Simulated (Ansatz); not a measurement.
# Hg: the cost of one run

Computed with Ansatz 0.2.0 (reference: DFT, PBE, plane waves, PAW, unless a step's input says otherwise).

2 further runs of the same task are left out: 1 for a known fault of the program, 1 that didn't finish.

### 1 The structure to begin with

Symmetry: Fmmm, No. 69, orthorhombic system. The conventional cell has a = 3.306 Å, b = 5.359 Å, c = 5.578 Å, α = 90.00°, β = 90.00°, γ = 90.00°. Hg (site symmetry mmm) has 10 Hg at 3.15 to 3.31 Å as nearest neighbours.

Coordinates:

```cif
data_structure
_symmetry_space_group_name_H-M 'Fmmm'
_symmetry_Int_Tables_number 69
_cell_length_a 3.3062
_cell_length_b 5.3592
_cell_length_c 5.5776
_cell_angle_alpha 90.000
_cell_angle_beta 90.000
_cell_angle_gamma 90.000
_cell_volume 98.83
loop_
_atom_site_label
_atom_site_type_symbol
_atom_site_symmetry_multiplicity
_atom_site_Wyckoff_symbol
_atom_site_fract_x
_atom_site_fract_y
_atom_site_fract_z
_atom_site_occupancy
Hg1 Hg 4 a 0.00000 0.00000 0.00000 1
```

### 2 Reference

input.yaml reads:

```yaml
crystal:
  lattice:
    - [5.6351521476, 0.0, 0.0992471465]
    - [0.0, 5.577641845, 0.0]
    - [-2.6288452079, 0.0, 4.6701544686]
  atoms:
    - { symbol: Hg, position: [0.0, 0.5, 0.5] }
    - { symbol: Hg, position: [0.0, 0.0, 0.0] }
    - { symbol: Hg, position: [0.3333333386, -6.7083e-06, 0.6666667025] }
    - { symbol: Hg, position: [0.6666666614, 0.4999932917, 0.8333332975] }
    - { symbol: Hg, position: [0.6666666614, 1.0000067083, 0.3333332975] }
    - { symbol: Hg, position: [0.3333333386, 0.5000067083, 0.1666667025] }
kpoints:
  mp_grid: { grid: [4, 4, 4] }
hamiltonian:
  xc: pbe
scf:
  occupations: { method: fermi_dirac, width: 0.02 }
  n_extra_bands: 5
output:
  forces: true
  stress: true
  eigenvalues: true
```

Started as:

```bash
$ ansatz run input.yaml --threads 4 --pin off --max-ram 4608MiB --backend cpu --events-out ev --progress --plain --runs-dir out
```

Q: Estimate wall time and peak memory on 4 threads of Intel Xeon at 2.50GHz (Skylake/Cascade Lake), shared host.

About 6.2 s, with a peak of 0.63 GiB.
